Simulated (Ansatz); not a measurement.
Input of an Ansatz 0.2.0 run:

File input.yaml:

```yaml
crystal:
  lattice:
    - [2.7784220849, 0.0, 0.0]
    - [0.0, 3.28160879, 0.0]
    - [-1.3434310986, 0.0, 3.9902731763]
  atoms:
    - { symbol: Ga, position: [0.13459627, 0.75, 0.77016683] }
    - { symbol: Ga, position: [0.86540373, 0.25, 0.22983317] }
kpoints:
  mp_grid: { grid: [10, 8, 7] }
  band_path:
    path:
      - [0.0, 0.0, 0.0]
      - [0.0, 0.0, 0.5]
      - [-0.439461826, 0.0, 0.712489919]
      - [-0.5, 0.0, 0.5]
      - [-0.5, 0.5, 0.5]
      - [-0.560538174, 0.5, 0.287510081]
      - [-0.5, 0.5, 0.0]
      - [-0.5, 0.0, 0.0]
    npoints: 12
scf:
  occupations: { method: fermi_dirac, width: 0.05 }
hamiltonian:
  xc: pbesol
  pseudopotentials: { kind: all_electron, lapw: { basis_error: 0.001 } }
output:
  forces: true
  stress: true
  eigenvalues: true
```

Potentials or basis: all-electron LAPW, scalar-relativistic.

Command:

```sh
$ ansatz run input.yaml --threads 1 --pin off --max-ram 3072MiB --backend cpu --events-out ev --progress --plain --runs-dir out
```

Problem. What does it give for the pressure?

Solution. -0.6 GPa.

Problem. What does it give for the band gap along the path?

Solution. None (metal or under the smearing width).

Levels at the corners of the path, in eV from the Fermi level:
```tsv
point	band 19	band 20	band 21	band 22	band 23	band 24
Γ	-11.40	-2.07	-1.44	1.82	5.60	9.18
Y	-9.39	-8.49	4.03	5.08	6.16	6.41
H	-5.61	-5.44	-3.91	4.17	4.86	6.73
C	-6.15	-5.27	-1.57	-0.03	6.30	6.87
E	-2.80	-2.80	-1.71	-1.71	1.96	1.96
M1	-2.44	-2.44	-1.93	-1.93	0.25	0.25
A	-2.90	-2.90	-1.72	-1.72	2.18	2.18
X	-6.26	-5.28	-1.39	0.21	6.19	6.59
```
